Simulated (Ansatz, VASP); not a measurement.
## Two plane-wave programs on FeO (Wuestite)

```xyz
2
Lattice="1.4983 0.8650 2.4855 -1.4983 0.8650 2.4855 0.0000 -1.7301 2.4855" Properties=species:S:1:pos:R:3 pbc="T T T"
Fe    0.0000    0.0000    0.0000
O     0.0000    0.0000    3.7283
```

Alike in both runs: task single point; functional PBE; k mesh 11 × 11 × 11; occupations fermi-dirac, width 0.05 eV; collinear spin.

|  | VASP | Ansatz |
| --- | --- | --- |
| version | VASP 6.6.1 | Ansatz 0.2.0 |
| potentials or method | VASP PAW PBE potentials, release 64 (Fe, O) | Ansatz PAW |
| plane-wave cutoff (eV) | 520 | 420 |
| valence electrons in the cell | 14 | 22 |

Ansatz gave:

* gap on the k mesh at the Fermi level (eV): none
* pressure (GPa): 6.8
* largest component of the traceless stress (GPa): 0.56
* net moment per atom (μB): 2.00
* size of the moment on the site where the two differ most (μB): 3.43

Task: Estimate VASP's values.

Result: gap on the k mesh at the Fermi level (eV): none; pressure (GPa): 7.1; largest component of the traceless stress (GPa): 0.59; net moment per atom (μB): 2.00; size of the moment on the site where the two differ most (μB): 3.61.

Site moments also hang on the region over which each program counts them. A gap of «none» marks a metal or a gap that the smearing closes. The two sets of potentials don't hold the same shells in valence.

Caveats: a cell with one magnetic atom can't hold antiferromagnetic order, which such compounds often take; semilocal functionals often make such compounds metallic where correlation or magnetic order opens a gap, which also shifts bond lengths; the pressure holds a Pulay correction of +0.7 GPa for the finite cutoff (Ansatz).
